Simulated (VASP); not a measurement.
Wanted: the native input for a VASP 6.6.1 run.

| Item | Value |
| --- | --- |
| Task | single point |
| Functional | BLYP |
| Potentials or basis | VASP PAW PBE potentials, release 64 (Mo_sv) |
| Cutoff | 520 eV |
| k mesh | 9 × 9 × 14 |
| Occupations | fermi-dirac, width 0.1 eV |
| Spin | no spin polarisation |
| Dipole correction | no |
| Further INCAR settings | ALGO = Normal; EDIFF = 1e-06; NBANDS = 28 |

The structure of Mo lies in POSCAR:

```
Mo
1.0
    4.7384872089      0.0000000000      0.0000000000
   -2.3692436045      4.1036502984      0.0000000000
    0.0000000000      0.0000000000      2.5915197756
Mo
3
Direct
    0.0000000000      1.0000000000      1.0000000000
    0.3333333333      0.6666666667      0.5000000000
    0.6666666667      0.3333333333      0.5000000000
```

This isn't the form of Mo at room conditions, which is bcc.

One way to write it, as run:

INCAR

```
  PREC = Accurate
  ENCUT = 520
  EDIFF = 1E-6
  ISMEAR = -1
  SIGMA = 0.1
  LREAL = F
  LASPH = T
  NELM = 60
  ALGO = Normal
  ISIF = 2
  LWAVE = F
  LCHARG = F
  GGA = B5
  ALDAX = 1.0
  AGGAX = 1.0
  AGGAC = 1.0
  ALDAC = 0.0
  NBANDS = 28
```

KPOINTS

```
regular mesh
0
Gamma
  9 9 14
```

Potentials or basis: VASP PAW PBE potentials, release 64 (Mo_sv).

The run is started by

```sh
$ cat potpaw_PBE.64/Mo_sv/POTCAR > POTCAR
$ mpirun -np 1 vasp_std > vasp.out
```

Results of the run:

```yaml
Pressure: 0.8 GPa
Band_gap_on_the_k_mesh: none (metal or under the smearing width)
```

Caveat: the PAW data sets were made with another functional, which shifts forces and pressure a little.

Run time: 47 s on 1 thread of Intel(R) Xeon(R) 6975P-C (Granite Rapids), with other jobs on the host, peak memory 0.23 GiB.
